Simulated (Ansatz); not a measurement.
input.yaml (Ansatz)

```yaml
crystal:
  lattice:
    - [0.0, 2.2551963469, 2.2551963469]
    - [2.2551963469, 0.0, 2.2551963469]
    - [2.2551963469, 2.2551963469, 0.0]
  atoms:
    - { symbol: Se, position: [0.0, 0.0, 0.0] }
hamiltonian:
  xc: blyp
  pseudopotentials:
    kind: paw
    azcp:
      Se: "pseudopotentials/Se.paw.azcp"
basis:
  ecutwfc: 420
  fft_grid_basis: typed
kpoints:
  mp_grid: { grid: [14, 14, 14], shift: [0, 0, 0] }
magnetization:
  spin_polarized: false
scf:
  occupations: { method: fermi_dirac, width: 0.1 }
  lower_state_search: "off"
output:
  stress: true
  write_density: true
  write_potential: true
  elf: true
  volumetric_format: npy
```

Output

```
Engine: ansatz 0.2.0, x86_64-unknown-linux-gnu
Pseudopotentials: kind: paw
Pseudopotential: Se, paw, valence charge 16, recommended cutoff 420 eV (normal) 
Functional definition: BLYP
  parameter beta = 0.0042
  parameter a = 0.04918
  parameter b = 0.132
  parameter c = 0.2533
  parameter d = 0.349
  exchange = b88_x(beta = beta)
  correlation = lyp_c(a = a, b = b, c = c, d = d)
Crystal: 1 atoms, lattice volume = 22.939 Å³
Basis set: ecut = 420 eV, 459 PW (Γ), exchange–correlation on 48×48×48 points (8 copies of the dense FFT grid, shifted against one another)
Bands: 12, of which v1, the nominal top of the filled ones, is band 8 counted from 1 (7 counted from 0)
Symmetry: 48 space group operations
Space group: Fm-3m (ITA 225), of the structure as read, at distance tolerance 2.8e-5 Å
k-points: 104 of 2744
Non-local potential: Se, projectors of the file, l = 0: 2, l = 1: 2, l = 2: 3, l = 3: 1
PAW form: soft (Blöchl's): semilocal exchange-correlation on the pseudo side does not see the compensation charge
PAW frozen core: Se, regenerated for the run's functional, and the local potential with it (the file was generated under x = pbe(κ = 0.804, μ = 0.2195149727645171), c = pbe(β = 0.06672455060314922))
PAW one-centre angular grid: Se, 590 points (default); XC on 64 Gauss nodes
Initial density: superposition of atomic densities (neutral atoms: chi_scale 0, normalization atom), corrected by the library's trained network
Initial wavefunctions: pseudopotential atomic-orbital guess
Functional: x = b88, c = lyp
SCF iter   1: F=—  HF=-5479.276711 eV  |F-HF|=—  |Δ(HF+E_count)|=         —  Δρ=8.29e-3  dr2=1.55e-2  ethr=1.77e-3  ⟨swp⟩=5.2  Hψ=7458  notcnv=0
SCF iter   2: F=—  HF=-5479.272904 eV  |F-HF|=—  |Δ(HF+E_count)|=   3.81e-3  Δρ=4.63e-3  dr2=5.63e-3  ethr=9.70e-5  ⟨swp⟩=1.0  Hψ=2080  notcnv=0
SCF iter   3: F=—  HF=-5479.270814 eV  |F-HF|=—  |Δ(HF+E_count)|=   2.09e-3  Δρ=7.02e-4  dr2=1.47e-4  ethr=3.52e-5  ⟨swp⟩=2.5  Hψ=2153  notcnv=0
SCF iter   4: F=—  HF=-5479.270695 eV  |F-HF|=—  |Δ(HF+E_count)|=   1.19e-4  Δρ=2.73e-4  dr2=9.30e-6  ethr=9.21e-7  ⟨swp⟩=2.0  Hψ=2077  notcnv=0
SCF iter   5: F=—  HF=-5479.270697 eV  |F-HF|=—  |Δ(HF+E_count)|=   2.68e-6  Δρ=4.51e-5  dr2=5.31e-7  ethr=5.81e-8  ⟨swp⟩=2.2  Hψ=1704  notcnv=0
SCF iter   6: F=-5479.270697 eV  HF=-5479.270697 eV  |F-HF|=2.44e-10  |Δ(HF+E_count)|=   2.83e-7  Δρ=1.30e-6  dr2=3.69e-10  ethr=6.25e-10  ⟨swp⟩=8.0  Hψ=8734  notcnv=0
SCF 1 converged in 6 iterations: F = -5479.270697 eV  dr2 = 3.69e-10
SCF converged after 6 iterations
Free energy (F): -5479.270697 eV
Harris-Foulkes:  -5479.270697 eV  (|F-HF|=2.44e-10)
Internal energy: -5479.231740 eV  (E = F + TS)
E sigma→0 (E₀):  -5479.251219 eV
Entropy (-TS):   -0.038957 eV (-38.957 meV/atom)
Fermi energy:    9.402463 eV
--- Per-component energies (eV) ---
  E_band       = -365.963709
  E_kinetic    = 116.582590
  E_local      = -2188.895399  (includes V_loc(G=0)·N_el)
  E_nonlocal   = -597.271517
  E_hartree    = 1090.259579
  E_xc         = -101.618002
  E_vxc        = -94.087247  (∫ρ·V_xc dr)
  E_paw        = -1924.963481  (= ΣΔE_a)
  E_vpaw       = 217.190015  (= ΣTr[D̂ρ^β])
  E_aug_tail   = -0.000619  (compensation charges beyond the density's cutoff)
  E_ewald      = -1873.586247
  E_core_change = 0.261355  (= ΣΔE_core)
  E_smearing   = -0.038957  (= −TS)
  E_closure    = -0.000000  (closes the sum)
  Σ components = -5479.270697   (vs F -5479.270697, Δ=0.00e0)
--- Stress (GPa, compression-positive) ---
        0.047717       0.000000      -0.000000
       -0.000000       0.047717      -0.000000
       -0.000000       0.000000       0.047717
  P = ⅓ Tr σ = 0.0477 GPa (0.477 kbar)
--- Band table (eV; the first three rows and the last of 104) ---
  k-point 0: bands = ["-38.7254", "-38.7254", "-38.7254", "-38.7226", "-38.7226", "-5.6412", "11.7853", "11.7853", "11.7853", "19.4464", "21.4574", "21.4574"]
  k-point 1: bands = ["-38.7253", "-38.7252", "-38.7252", "-38.7226", "-38.7226", "-5.5565", "11.2024", "11.7217", "11.7217", "19.7946", "21.1828", "21.6209"]
  k-point 2: bands = ["-38.7251", "-38.7248", "-38.7248", "-38.7225", "-38.7225", "-5.3070", "9.8282", "11.5534", "11.5534", "19.6730", "21.7593", "21.9743"]
  k-point 103: bands = ["-38.7241", "-38.7239", "-38.7219", "-38.7208", "-38.7181", "-2.1763", "5.6541", "6.4874", "7.7403", "18.5223", "20.5804", "23.1985"]
```
